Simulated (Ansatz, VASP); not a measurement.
## Ni (linear Ni chain): VASP beside Ansatz

Aim: how closely do two programs agree when they are given the same cell, functional and k mesh? The structure shown is the end of the Ansatz relaxation below.

Program: Ansatz 0.2.0. Level of theory: plane waves, with VASP 6.6.1 beside it; single point at RPBE. Results are calculated unless marked as measured.

## (1) The structure

The cell holds 1 atom: 1 Ni. Cell: a = 7.500 Å, b = 7.500 Å, c = 2.215 Å, α = 90.0°, β = 90.0°, γ = 90.0°. Vacuum lies along a and b. The structure's axis is c.

Structure file:

```cif
data_structure
_symmetry_space_group_name_H-M 'P 1'
_symmetry_Int_Tables_number 1
_cell_length_a 7.5000
_cell_length_b 7.5000
_cell_length_c 2.2153
_cell_angle_alpha 90.000
_cell_angle_beta 90.000
_cell_angle_gamma 90.000
_cell_volume 124.61
loop_
_atom_site_label
_atom_site_type_symbol
_atom_site_fract_x
_atom_site_fract_y
_atom_site_fract_z
_atom_site_occupancy
Ni1 Ni 0.50000 0.50000 0.00000 1
```

## (2) Ansatz: relaxation, RPBE

Ansatz runs on its default PAW (the set named soft_2) files.

This run makes the geometry at which the two programs are then compared.

Input file input.yaml:

```yaml
crystal:
  lattice:
    - [7.5, 0.0, 0.0]
    - [0.0, 7.5, 0.0]
    - [0.0, 0.0, 2.3064]
  atoms:
    - { symbol: Ni, position: [0.5, 0.5, 0.0], spin: 1.0 }
magnetization:
  spin_polarized: true
kpoints:
  mp_grid: { grid: [1, 1, 35] }
scf:
  occupations: { method: fermi_dirac, width: 0.05 }
hamiltonian:
  xc: rpbe
relax:
  cell: { fix: [a, b, alpha, beta, gamma] }
  max_steps: 60
```

Started as:

```console
> ansatz run input.yaml --threads 4 --pin off --max-ram 8192MiB --backend cpu --events-out ev --progress --plain --runs-dir out
```

Numbers of over 12 decimals in the logs are rounded to 6 here.

Log:

```text
Engine: ansatz 0.2.0, aarch64-unknown-linux-gnu
Pseudopotentials: kind: paw
Pseudopotential: Ni, paw, valence charge 18, recommended cutoff 420 eV (normal), Ni.paw.azcp
Functional definition: RPBE
  parameter kappa = 0.804
  parameter beta = 0.066725
  exchange = rpbe_x(kappa = kappa, mu = beta*pi^2/3)
  correlation = pbe_c(beta = beta)
Crystal: 1 atoms, lattice volume = 129.735 Å³
Basis set: ecut = 420 eV, 2527 PW (Γ), exchange–correlation on 108×108×32 points (8 copies of the dense FFT grid, shifted against one another)
Bands: 14, of which v1, the nominal top of the filled ones, is band 9 counted from 1 (8 counted from 0)
Symmetry: 16 space group operations
Space group: P4/mmm (ITA 123), of the structure as read, at distance tolerance 5.1e-5 Å
Magnetic group: BNS 123.339 (UNI 999), of the structure as read, at distance tolerance 5.1e-5 Å
k-points: 18 of 35
Non-local potential: Ni, projectors of the file, l = 0: 3, l = 1: 2, l = 2: 3, l = 3: 1
PAW form: soft (Blöchl's): semilocal exchange-correlation on the pseudo side does not see the compensation charge
PAW frozen core: Ni, regenerated for the run's functional, and the local potential with it (the file was generated under x = pbe(κ = 0.804, μ = 0.219515), c = pbe(β = 0.066725))
PAW one-centre angular grid: Ni, 590 points (default); XC on 64 Gauss nodes
Initial density: superposition of atomic densities (neutral atoms: chi_scale 0, normalization atom)
Starting moments: Σ|m| = 1 μB on 1 of 1 site
Initial wavefunctions: pseudopotential atomic-orbital guess
Functional: x = rpbe, c = pbe(β = 0.066725)
SCF iter   1: F=—  HF=-5841.028684 eV  |F-HF|=—  |Δ(HF+E_count)|=         —  Δρ=3.37e-2 (↑3.37e-2 ↓1.25e-2)  dr2=1.96e0  dr2_m=1.80e-1  M=1.225 μB ∫|m|=1.231 μB  β_m=0.30  ethr=3.10e-3  ⟨swp⟩=5.3  Hψ=2938  notcnv=0
Mixer restart at iter 1: flushing history
preconditioner: auto → LDOS  [metal: Δε(μ)=0.020 eV  Ē_g=6.563 eV  σ=0.050 eV  W_gap=0.10  n_scr=20 (ndim 8)  ℏωp=10.3 eV  f_vac=0.709  D(μ)=5.69/eV (n_scr^D=38)]
spin=Collinear: LDOS preconditioning applied to the charge; magnetization (m = ρ↑ − ρ↓) channel mixes plain (no charge-response kernel on spin).
SCF iter   2: F=—  HF=-5841.465866 eV  |F-HF|=—  |Δ(HF+E_count)|=   4.37e-1  Δρ=1.92e-2 (↑1.92e-2 ↓7.09e-3)  dr2=4.77e-1  dr2_m=1.37e-1  M=1.284 μB ∫|m|=1.292 μB  β_m=0.48  ethr=3.10e-3  ⟨swp⟩=2.3  Hψ=1159  notcnv=0  defer=8
SCF iter   3: F=—  HF=-5842.061667 eV  |F-HF|=—  |Δ(HF+E_count)|=   5.96e-1  Δρ=5.38e-3 (↑5.38e-3 ↓3.86e-3)  dr2=8.31e-2  dr2_m=6.24e-3  M=1.226 μB ∫|m|=1.260 μB  β_m=0.58  ethr=2.65e-3  ⟨swp⟩=2.7  Hψ=955  notcnv=0  defer=8
SCF iter   4: F=—  HF=-5842.220276 eV  |F-HF|=—  |Δ(HF+E_count)|=         —  Δρ=3.05e-3 (↑1.53e-3 ↓3.05e-3)  dr2=3.13e-3  dr2_m=5.64e-3  M=1.198 μB ∫|m|=1.236 μB  β_m=0.58  ethr=4.62e-4  ⟨swp⟩=2.8  Hψ=1015  notcnv=0  defer=8
Mixer restart at iter 4: flushing history
SCF iter   5: F=—  HF=-5842.232036 eV  |F-HF|=—  |Δ(HF+E_count)|=   1.18e-2  Δρ=1.93e-3 (↑1.12e-3 ↓1.93e-3)  dr2=7.95e-4  dr2_m=2.35e-3  M=1.194 μB ∫|m|=1.230 μB  β_m=0.79  ethr=1.74e-5  ⟨swp⟩=2.0  Hψ=999  notcnv=0  defer=8
SCF iter   6: F=—  HF=-5842.238980 eV  |F-HF|=—  |Δ(HF+E_count)|=   6.94e-3  Δρ=2.19e-3 (↑3.29e-4 ↓2.19e-3)  dr2=2.16e-3  dr2_m=1.32e-3  M=1.177 μB ∫|m|=1.211 μB  β_m=0.89  ethr=4.42e-6  ⟨swp⟩=2.0  Hψ=991  notcnv=0  defer=8
SCF iter   7: F=—  HF=-5842.241015 eV  |F-HF|=—  |Δ(HF+E_count)|=   2.03e-3  Δρ=2.51e-3 (↑1.16e-4 ↓2.51e-3)  dr2=1.04e-3  dr2_m=1.93e-3  M=1.181 μB ∫|m|=1.215 μB  β_m=0.49  ethr=4.42e-6  ⟨swp⟩=2.0  Hψ=964  notcnv=0  defer=8
SCF iter   8: F=-5842.248091 eV  HF=-5842.246070 eV  |F-HF|=2.02e-3  |Δ(HF+E_count)|=   5.06e-3  Δρ=2.39e-3 (↑9.26e-5 ↓2.39e-3)  dr2=9.47e-4  dr2_m=1.80e-3  M=1.184 μB ∫|m|=1.219 μB  β_m=0.97  ethr=4.42e-6  ⟨swp⟩=2.5  Hψ=950  notcnv=0  defer=9
SCF iter   9: F=-5842.249080 eV  HF=-5842.247271 eV  |F-HF|=1.81e-3  |Δ(HF+E_count)|=   1.20e-3  Δρ=2.24e-3 (↑1.44e-4 ↓2.24e-3)  dr2=7.72e-4  dr2_m=1.52e-3  M=1.187 μB ∫|m|=1.223 μB  β_m=0.41  ethr=4.42e-6  ⟨swp⟩=2.3  Hψ=1103  notcnv=0  defer=10
SCF iter  10: F=-5842.250351 eV  HF=-5842.250229 eV  |F-HF|=1.23e-4  |Δ(HF+E_count)|=   2.96e-3  Δρ=6.74e-4 (↑1.00e-4 ↓6.74e-4)  dr2=1.21e-4  dr2_m=1.54e-4  M=1.191 μB ∫|m|=1.228 μB  β_m=0.75  ethr=4.29e-6  ⟨swp⟩=2.0  Hψ=960  notcnv=0  defer=10
SCF iter  11: F=-5842.250415 eV  HF=-5842.250224 eV  |F-HF|=1.91e-4  |Δ(HF+E_count)|=   4.41e-6  Δρ=7.47e-4 (↑8.11e-5 ↓7.47e-4)  dr2=8.98e-5  dr2_m=1.74e-4  M=1.192 μB ∫|m|=1.230 μB  β_m=0.86  ethr=6.70e-7  ⟨swp⟩=2.0  Hψ=973  notcnv=0  defer=10
SCF iter  12: F=-5842.250411 eV  HF=-5842.250302 eV  |F-HF|=1.09e-4  |Δ(HF+E_count)|=   7.75e-5  Δρ=5.81e-4 (↑2.53e-5 ↓5.81e-4)  dr2=5.56e-5  dr2_m=1.00e-4  M=1.190 μB ∫|m|=1.228 μB  β_m=0.77  ethr=4.99e-7  ⟨swp⟩=2.0  Hψ=1108  notcnv=0  defer=10
[...]
SCF iter   7: F=—  HF=-5842.274840 eV  |F-HF|=—  |Δ(HF+E_count)|=   9.74e-7  Δρ=1.05e-5 (↑2.45e-6 ↓1.05e-5)  dr2=4.52e-8  dr2_m=3.81e-8  M=1.165 μB ∫|m|=1.205 μB  β_m=0.85  ethr=3.40e-8  ⟨swp⟩=2.2  Hψ=710  notcnv=0
SCF iter   8: F=-5842.274840 eV  HF=-5842.274840 eV  |F-HF|=1.25e-9  |Δ(HF+E_count)|=   6.68e-8  Δρ=2.99e-6 (↑9.90e-7 ↓2.99e-6)  dr2=2.50e-9  dr2_m=3.74e-9  M=1.165 μB ∫|m|=1.205 μB  ethr=2.51e-10  ⟨swp⟩=3.0  Hψ=1907  notcnv=0
SCF 3 converged in 8 iterations: F = -5842.274840 eV  dr2 = 2.50e-9
relax step   3: F+E_penalty+E_count = -5842.27483994 eV  Δ(F+E_penalty+E_count) = -1.150e-2 eV  max|allowed force component| = 0.000e0 eV/Å  Δτ_max = 0.0000 Å  P = +0.014 GPa  Ω = 123.811 Å³  energy of the carried Pulay correction = +4.441e-4 eV  fix = [a, b, alpha, beta, gamma]  reactions: a -0.132, b -0.132 GPa  (8 SCF iters, dr2 threshold 1.00e-7 eV, accepted)
[...]
relax step   4: F+E_penalty+E_count = -5842.27557043 eV  Δ(F+E_penalty+E_count) = -7.305e-4 eV  max|allowed force component| = 0.000e0 eV/Å  Δτ_max = 0.0000 Å  P = -0.083 GPa  Ω = 124.609 Å³  energy of the carried Pulay correction = +3.836e-4 eV  fix = [a, b, alpha, beta, gamma]  reactions: a -0.132, b -0.132 GPa  (8 SCF iters, dr2 threshold 1.00e-7 eV, accepted)
[...]
relax step   5: F+E_penalty+E_count = -5842.27507747 eV  Δ(F+E_penalty+E_count) = +4.930e-4 eV  max|allowed force component| = 0.000e0 eV/Å  Δτ_max = 0.0000 Å  P = -0.080 GPa  Ω = 124.609 Å³  fix = [a, b, alpha, beta, gamma]  reactions: a -0.130, b -0.130 GPa  stress off target by 2.08e-2 GPa on what of the cell is left free  SCF on the basis re-selected at this cell (its energy is not comparable with the rows above)  (10 SCF iters)
basis re-selected at this cell: Δ(F+E_penalty+E_count) = +4.930e-4 eV, ΔP = +0.003 GPa vs the last step (what re-selecting the basis moved, of the pressure what is left beyond the Pulay correction that the steps carried, after the strain that the cell walked since its last selection, with what the two solves' SCF thresholds leave and, on support functions, any second-order correction that the steps lacked; it is no measure of the basis error at this ecutwfc). The dense FFT grid was sized anew with the basis: this SCF ran on 54×54×15 points, the steps before it on 54×54×16, so part of this shift can come from that change (see relax.cell in the input reference). [rest of the remark cut]
SCF converged after 10 iterations
Magnetization: 1.1706 μB (9.5853 up, 8.4147 down)
Absolute magnetization: 1.2097 μB (∫|ρ↑−ρ↓|, with the PAW one-centre terms)
Spin contamination: 0.0083 ħ² per cell (⟨S²⟩ above its minimum at these occupations)
Per-site moments (μB) at R_I (Å): [(1.126922, 0.913798)]
Free energy (F): -5842.275077 eV
Harris-Foulkes:  -5842.275077 eV  (|F-HF|=9.28e-11)
Internal energy: -5842.253077 eV  (E = F + TS)
E sigma→0 (E₀):  -5842.264077 eV
Entropy (-TS):   -0.022000 eV (-22.000 meV/atom)
Fermi energy:    -2.764730 eV
--- Per-component energies (eV) ---
  E_band       = -648.389684
  E_kinetic    = 279.570131
  E_local      = -8283.976415  (includes V_loc(G=0)·N_el)
  E_nonlocal   = 644.556997
  E_hartree    = 3676.358656
  E_xc         = -80.756537
  E_vxc        = -103.324211  (∫ρ·V_xc dr)
  E_paw        = -1642.146110  (= ΣΔE_a)
  E_vpaw       = -537.934005  (= ΣTr[D̂ρ^β])
  E_aug_tail   = 0.000540  (compensation charges beyond the density's cutoff)
  E_ewald      = -435.815992
  E_core_change = -0.044345  (= ΣΔE_core)
  E_smearing   = -0.022000  (= −TS)
  E_closure    = 0.000000  (closes the sum)
  Σ components = -5842.275077   (vs F -5842.275077, Δ=0.00e0)
--- Forces (eV/Å), atoms counted from 1 ---
  atom   1  Ni     0.00000000     0.00000000     0.00000000
  max |Σ_I F_I| component: 2.02e-28 eV/Å
--- Stress (GPa, compression-positive) ---
       -0.130472       0.000000       0.000000
        0.000000      -0.130472       0.000000
        0.000000       0.000000       0.020750
  P = ⅓ Tr σ = -0.0801 GPa (-0.801 kbar)
--- Relaxed structure (4 steps of the walk, 4 accepted, 1 SCFs on fresh bases) ---
  F+E_penalty+E_count = -5842.27507747 eV   max|allowed force component| = 0.000e0 eV/Å   (the final SCF, on the basis selected at the relaxed cell)
  cell:  # Å, volume = 124.6088 Å³
    - [7.5, 0.0, 0.0]
    - [0.0, 7.5, 0.0]
    - [0.0, 0.0, 2.215267]
  atoms:
    - { symbol: Ni, position: [0.5, 0.5, 0.0] }
```

## (3) VASP: single point, RPBE

The same cell, functional, mesh and smearing now go to VASP, with its own data sets.

Lines of VASP's logs that name or quote its potential files are left out, and so is its time.

Input file INCAR:

```
SYSTEM = Ni
PREC = Accurate
ENCUT = 600
EDIFF = 1E-06
NELM = 200
ISMEAR = -1
SIGMA = 0.05
LREAL = .FALSE.
ALGO = Normal
GGA = RP
NBANDS = 12
ISPIN = 2
MAGMOM = 1.13
LASPH = .TRUE.
LMAXMIX = 4
LORBIT = 11
LWAVE = .FALSE.
LCHARG = .FALSE.
ISIF = 2
GGA_COMPAT = .FALSE.
```

Input file POSCAR:

```
Ni
1.0
    7.5000000000      0.0000000000      0.0000000000
    0.0000000000      7.5000000000      0.0000000000
    0.0000000000      0.0000000000      2.2152667701
Ni
1
Direct
    0.5000000000      0.5000000000      0.0000000000
```

Input file KPOINTS:

```
Automatic mesh
0
Gamma
1 1 35
0 0 0
```

PAW data sets: Ni (PBE family, release 64).

Started as:

```console
> mpirun -np 1 vasp_std
```

Log:

```text
[banner, memory and clock lines left out]
running    1 mpi-ranks, on    1 nodes
 distrk:  each k-point on    1 cores,    1 groups
 distr:  one band on    1 cores,    1 groups

 POSCAR found type information on POSCAR Ni
 POSCAR found :  1 types and       1 ions
|                                                                             |
|               ----> ADVICE to this user running VASP <----                  |
|                                                                             |
|     You enforced a specific xc type in the INCAR file but a different       |
|     [... a line on the potential file left out ...]
|     I HOPE YOU KNOW WHAT YOU ARE DOING!                                     |
|                                                                             |

 LDA part: xc-table for (Slater+PW92), standard interpolation
 POSCAR, INCAR and KPOINTS ok, starting setup
 FFT: planning ... GRIDC
 FFT: planning ... GRID_SOFT
 FFT: planning ... GRID
 WAVECAR not read
 entering main loop
       N       E                     dE             d eps       ncg     rms          rms(c)
DAV:   1     0.430730489499E+02    0.43073E+02   -0.36103E+03   864   0.663E+02
DAV:   2    -0.152891161651E+01   -0.44602E+02   -0.39553E+02   920   0.136E+02
DAV:   3    -0.268905279225E+01   -0.11601E+01   -0.11562E+01  1056   0.254E+01
DAV:   4    -0.269979170879E+01   -0.10739E-01   -0.10738E-01  1104   0.313E+00
DAV:   5    -0.269997373048E+01   -0.18202E-03   -0.18201E-03  1060   0.300E-01    0.555E+00
DAV:   6    -0.272514131471E+01   -0.25168E-01   -0.45974E+00   964   0.293E+01    0.671E+00
DAV:   7    -0.250275372450E+01    0.22239E+00   -0.12992E+00   904   0.143E+01    0.161E+00
DAV:   8    -0.251172715706E+01   -0.89734E-02   -0.51433E-02   896   0.127E+00    0.129E+00
DAV:   9    -0.250832493593E+01    0.34022E-02   -0.14682E-02   872   0.132E+00    0.689E-01
DAV:  10    -0.250301837422E+01    0.53066E-02   -0.95063E-03   872   0.663E-01    0.367E-01
DAV:  11    -0.250421277960E+01   -0.11944E-02   -0.20449E-03   888   0.479E-01    0.912E-02
DAV:  12    -0.250402367194E+01    0.18911E-03   -0.41227E-04   876   0.258E-01    0.569E-02
DAV:  13    -0.250401313343E+01    0.10539E-04   -0.13511E-04   872   0.103E-01    0.860E-02
DAV:  14    -0.250360019698E+01    0.41294E-03   -0.78209E-04   864   0.258E-01    0.335E-02
DAV:  15    -0.250399356532E+01   -0.39337E-03   -0.54171E-04   864   0.210E-01    0.186E-02
DAV:  16    -0.250387308065E+01    0.12048E-03   -0.27350E-04   864   0.142E-01    0.760E-03
DAV:  17    -0.250388912613E+01   -0.16045E-04   -0.18926E-04   864   0.124E-01    0.650E-03
DAV:  18    -0.250394660862E+01   -0.57482E-04   -0.12568E-04   876   0.104E-01    0.414E-03
DAV:  19    -0.250391072400E+01    0.35885E-04   -0.12759E-04   864   0.106E-01    0.126E-03
DAV:  20    -0.250390448120E+01    0.62428E-05   -0.27917E-05   872   0.457E-02    0.132E-03
DAV:  21    -0.250390642619E+01   -0.19450E-05   -0.15704E-05   872   0.320E-02    0.462E-04
DAV:  22    -0.250390349998E+01    0.29262E-05   -0.79322E-06   872   0.222E-02    0.187E-04
DAV:  23    -0.250390345459E+01    0.45385E-07   -0.10708E-06   944   0.837E-03
   1 F= -.25039035E+01 E0= -.24867789E+01  d E =-.342490E-01  mag=     1.1310
```

From OUTCAR (step 3):

```text
ion  position               nearest neighbor table
   1  0.500  0.500  0.000-

  LATTYP: Found a simple tetragonal cell.
 ALAT       =     7.5000000000
 C/A-ratio  =     0.2953689027

 Subroutine GETGRP returns: Found 16 space group operations
 (whereof 16 operations were pure point group operations)

The static configuration has the point symmetry D_4h.

 Found     18 irreducible k-points:

   k-points           NKPTS =     18   k-points in BZ     NKDIM =     18   number of bands    NBANDS=     12

   dimension x,y,z NGX =    60 NGY =   60 NGZ =   18
   dimension x,y,z NGXF=   120 NGYF=  120 NGZF=   36

   ENCUT  =  600.0 eV  44.10 Ry    6.64 a.u.  14.98 14.98  4.42*2*pi/ulx,y,z

   NELECT =      10.0000    total number of electrons

 k-points in reciprocal lattice and weights: Automatic mesh
   0.00000000  0.00000000  0.00000000       0.029
   0.00000000  0.00000000  0.02857143       0.057
   0.00000000  0.00000000  0.05714286       0.057
   0.00000000  0.00000000  0.08571429       0.057
   0.00000000  0.00000000  0.11428571       0.057
   0.00000000  0.00000000  0.14285714       0.057
   0.00000000  0.00000000  0.17142857       0.057
   0.00000000  0.00000000  0.20000000       0.057
   0.00000000  0.00000000  0.22857143       0.057
[...]
0.00000000  0.00000000  0.45714286       0.057
   0.00000000  0.00000000  0.48571429       0.057

 average (electrostatic) potential at core
       1 -94.5775

 E-fermi :  -3.5445

 spin component 1
 k-point     1 :       0.0000    0.0000    0.0000
  band No.  band energies     occupation
    ...
      2      -5.2812      1.00000
      3      -5.0355      1.00000
      4      -5.0322      1.00000
      5      -4.2747      1.00000
      6      -4.2747      1.00000
      7      -0.9009      0.00000
      8      -0.9009      0.00000
      9       0.6235      0.00000
     10       1.9219      0.00000
     11       3.7691      0.00000
    ...

 k-point     2 :       0.0000    0.0000    0.0286
  band No.  band energies     occupation
    ...
      2      -5.2666      1.00000
      3      -5.0315      1.00000
      4      -5.0283      1.00000
      5      -4.3016      1.00000
      6      -4.3016      1.00000
      7      -0.8615      0.00000
      8      -0.8615      0.00000
      9       0.6475      0.00000
     10       1.9462      0.00000
     11       3.7957      0.00000
    ...

 k-point     3 :       0.0000    0.0000    0.0571
  band No.  band energies     occupation
    ...
      2      -5.2228      1.00000
      3      -5.0196      1.00000
      4      -5.0165      1.00000
      5      -4.3789      1.00000
      6      -4.3789      1.00000
      7      -0.7463      0.00000
      8      -0.7463      0.00000
      9       0.7195      0.00000
     10       2.0190      0.00000
     11       3.8756      0.00000
    ...

 k-point     4 :       0.0000    0.0000    0.0857
  band No.  band energies     occupation
    ...
      2      -5.1495      1.00000
      3      -5.0003      1.00000
      4      -4.9973      1.00000
      5      -4.4979      1.00000
      6      -4.4979      1.00000
      7      -0.5625      0.00000
      8      -0.5625      0.00000
      9       0.8396      0.00000
     10       2.1404      0.00000
     11       4.0083      0.00000
    ...

 k-point     5 :       0.0000    0.0000    0.1143
  band No.  band energies     occupation
    ...
      2      -5.0459      1.00000
      3      -4.9741      1.00000
      4      -4.9713      1.00000
      5      -4.6477      1.00000
      6      -4.6477      1.00000
      7      -0.3185      0.00000
      8      -0.3185      0.00000
      9       1.0079      0.00000
     10       2.3106      0.00000
     11       4.1933      0.00000
    ...

 k-point     6 :       0.0000    0.0000    0.1429
  band No.  band energies     occupation
    ...
      2      -4.9419      1.00000
      3      -4.9394      1.00000
      4      -4.9105      1.00000
      5      -4.8176      1.00000
      6      -4.8176      1.00000
      7      -0.0215      0.00000
      8      -0.0215      0.00000
      9       1.2244      0.00000
     10       2.5295      0.00000
     11       4.4300      0.00000
    ...

  Total       -0.1051091     -0.1051091     -0.0376424      0.0000000     -0.0000000      0.0000000
  in kB       -1.3514574     -1.3514574     -0.4839938      0.0000000     -0.0000000      0.0000000
  external PRESSURE =      -1.0623028 kB  Pullay stress =       0.0000000 kB

  energy-cutoff  :      600.00
  volume of cell :      124.61
      direct lattice vectors                 reciprocal lattice vectors
     7.500000000  0.000000000  0.000000000     0.133333333  0.000000000  0.000000000
     0.000000000  7.500000000  0.000000000     0.000000000  0.133333333  0.000000000
     0.000000000  0.000000000  2.215266770     0.000000000  0.000000000  0.451412901

 POSITION                                       TOTAL-FORCE (eV/Angst)
 -----------------------------------------------------------------------------------
      3.75000      3.75000      0.00000         0.000000      0.000000      0.000000
 -----------------------------------------------------------------------------------
    total drift:                                0.000000      0.000000     -0.000000

  FREE ENERGIE OF THE ION-ELECTRON SYSTEM (eV)
  ---------------------------------------------------
  free  energy   TOTEN  =        -2.5039034546 eV

  energy  without entropy=       -2.4696544432  energy(sigma->0) =       -2.48677895

 total charge
# of ion       s       p       d       tot
------------------------------------------
    1        0.526   0.133   8.316   8.975

 magnetization (x)
# of ion       s       p       d       tot
------------------------------------------
    1        0.027  -0.004   1.093   1.116

[... 6 further parts left out ...]
```

The cell holds one magnetic atom, so no antiferromagnetic order fits into it.

## (4) Side by side

Known differences besides the potentials themselves: VASP starts from the moments at which Ansatz ended; the data sets hold 18 valence electrons in Ansatz (on its default PAW (the set named soft_2) files) and 10 in VASP; the cutoff is 420 eV in Ansatz and 600 eV in VASP; Ansatz makes its cores anew for this functional, VASP keeps those of its PBE data sets; Ansatz's pressure holds a Pulay correction, VASP's none; site moments are counted in spheres of each program's own size. Total energies have different zeros and are not compared.

Compared:

| quantity | Ansatz | VASP | difference |
| --- | --- | --- | --- |
| pressure (GPa) | -0.08 | -0.11 | +0.03 |
| total moment (μB) | 1.17 | 1.13 | +0.04 |
| moment on Ni1 (μB) | 1.13 | 1.12 | +0.01 |

## (5) Results

- difference in total moment (single point, RPBE): 0.040 μB

What this shows: The difference in total moment is 0.040 μB (single point, RPBE). The data sets hold unlike numbers of valence electrons (18 in Ansatz and 10 in VASP), so part of the differences comes from the potentials. How closely two codes agree says nothing of how well the functional describes the real material.

[Lines on the potential files, build, host, timing and source positions are cut from VASP's logs without a mark.]

[Logs are printed without paths, hosts, clocks, repeated set-up lines and the standing remarks that a program may print on its own settings, such as how far it seeks lower states.]

[Hosts, paths, dates, database ids (printed as entryN), source tags and the programs' standing remarks are cut or masked in the printed files.]
